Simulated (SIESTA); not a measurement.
Crystal: ZnS.

```
Zn S
1.0
     0.00000    2.70200    2.70200
     2.70200    0.00000    2.70200
     2.70200    2.70200    0.00000
Zn S
1 1
Direct
  0.75000 0.75000 0.75000
  0.00000 0.00000 0.00000
```

Base run:

```yaml
Program: SIESTA 5.4.2
Functional: AM05
Potentials_or_basis: PseudoDojo 0.4 standard (PBEsol files)
Basis: DZP (energy shift 0.003 Ry; two zetas on semicore shells)
Grid_cutoff: 800 Ry
Energy_shift: 0.003 Ry
k_mesh: 9 × 9 × 9
Occupations: fermi-dirac, width 0.05 eV
Spin: no spin polarisation
```

Its results: band gap on the k mesh 2.44 eV, direct; pressure -0.8 GPa.

Task: After a change of settings the same cell gave: band gap on the k mesh 2.36 eV, direct; pressure -1.1 GPa. Which change was it?
A. functional from AM05 to LDA; potentials or basis from PseudoDojo 0.4 standard (PBEsol files) to PseudoDojo 0.4 standard (LDA files)
B. functional from AM05 to BLYP; potentials or basis from PseudoDojo 0.4 standard (PBEsol files) to PseudoDojo 0.4 standard (PBE files)
C. functional from AM05 to RPBE; potentials or basis from PseudoDojo 0.4 standard (PBEsol files) to PseudoDojo 0.4 standard (PBE files)
D. functional from AM05 to PBEsol

Result: D.

Caveats: short orbitals over semicore shells can move pressures by several GPa; the valence orbitals were made in a potential fitted to the semicore shell under them, which widens gaps by tenths of an eV or more; an odd mesh through Γ misses points on the zone boundary, where band edges often lie; the basis of atomic orbitals isn't converged, which shifts pressures, moduli and gaps; the potentials were made for another functional, which shifts forces and pressure (some runs).

Runs at the PBE level aren't shown here.
